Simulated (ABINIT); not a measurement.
The system is InP.

```
CELL_PARAMETERS angstrom
0.00000 2.93050 2.93050
2.93050 0.00000 2.93050
2.93050 2.93050 0.00000
ATOMIC_POSITIONS crystal
In 0.00000 0.00000 0.00000
P 0.75000 0.75000 0.75000
```

Base run:

- Program: ABINIT 10.8.3 (patched build)
- Functional: HLE16
- Potentials or basis: JTH PAW PBE v2.0
- Cutoff: 544 eV
- k mesh: 8 × 8 × 8
- Occupations: fermi-dirac, width 0.05 eV
- Spin: no spin polarisation

Its results: band gap on the k mesh 1.30 eV, direct.

Problem. After a change of settings the same cell gave: band gap on the k mesh 0.79 eV, direct. Which change was it?
A. functional from HLE16 to LDA-Teter; potentials or basis from JTH PAW PBE v2.0 to JTH PAW LDA v2.0
B. functional from HLE16 to HCTH407; potentials or basis from JTH PAW PBE v2.0 to JTH PAW PBE v2.0 sp; valence electrons from 18 to 8
C. functional from HLE16 to revPBE
D. functional from HLE16 to LDA-PZ; potentials or basis from JTH PAW PBE v2.0 to JTH PAW LDA v2.0

Solution. C.

Caveats: spin-orbit coupling is left out, which moves the levels of the heavy elements; the potentials were made for a functional far from this one (some runs).

Runs at the PBE level aren't shown here.
